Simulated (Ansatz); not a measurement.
BP: strain energy, fitted

BP, F-43m, a = 4.520 Å. Ansatz: PBEsol, PAW, 420 eV, Γ-centred 8×8×6 mesh on 4 atoms, Gaussian smearing 0.02 eV; no spin polarisation. Series: uniaxial strain along c, with a, b and atoms relaxed; x is the strain in per cent. The axes a, b, c are those of the computed cell (3.196, 3.196, 4.520 Å), along [1 1 0], [-1 1 0], [0 0 1] of the cell named above. y is the free energy over the unstrained cell, V0 = 11.545 Å³/atom.

| x (%) | y (meV/atom) |
| --- | --- |
| -4.5 | 22.91 |
| -3.0 | 10.16 |
| -1.5 | 2.52 |
| 0.0 | 0.00 |
| 1.5 | 2.60 |
| 3.0 | 10.29 |
| 4.5 | ? |

Question: Fit y = c2 x² + c3 x³ to the other rows, turn c2 into a modulus, and predict the missing energy.

Answer: Least squares on the rows shown. y = 1.1380 x² + 0.0016329 x³. In eV per unit strain² c2 is 11.38; this is Young's modulus along the axis (E = ½ Y V0 ε²): 2 × 11.38 × 160.2 / (11.545) = 316 GPa. The unstrained cell keeps some stress along the strain, worth a slope of 0.03 meV/atom per %, which the form leaves out. At x = 4.5 the fit asked for gives 23.19 meV/atom. The run gave 23.00 meV/atom, so the fit is 0.19 meV/atom too high, 0.83 % of the span of the series, against an rms of 0.03 meV/atom on the fitted rows. The row lies outside the fitted range. With a term in x⁴ added, a fit to the same known rows predicts 23.36 meV/atom, further off still.